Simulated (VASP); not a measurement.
Runs of VASP 6.6.1 on Si. The structure is hexagonal, space group P6/mmm (No. 191). The conventional cell has a = 4.121 Å, b = 4.121 Å, c = 2.655 Å, α = 90.00°, β = 90.00°, γ = 120.00°. Si (site symmetry -6m2) is surrounded by 5 Si at 2.38 to 2.65 Å. The cell was built by a generator and needn't be a form met in nature.

| task | level | cell | cutoff (eV) | gap on the mesh (eV) | pressure (GPa) | relaxed volume (Å³/atom) |
| --- | --- | --- | --- | --- | --- | --- |
| band structure | AM05 | as given | 520 | - | -2.1 | - |
| band structure | revPBE | as given | 520 | - | (a) | - |
| relaxation of cell and atoms | revPBE | relaxed | 600 | none | 0.0 | 19.72 |
| relaxation of cell and atoms | AM05 | relaxed | 600 | none | 0.0 | 19.03 |

Alike in all rows: potentials or basis VASP PAW PBE potentials, release 64 (Si); no spin polarisation; k mesh 8 × 8 × 10; smearing fermi-dirac 0.05 eV.

Task: Estimate the missing entries.

Result: (a) 0.9.

Caveats: the PAW data sets were made with another functional, which shifts forces and pressure a little.

A gap of «none» marks a metal or a gap under the smearing width.
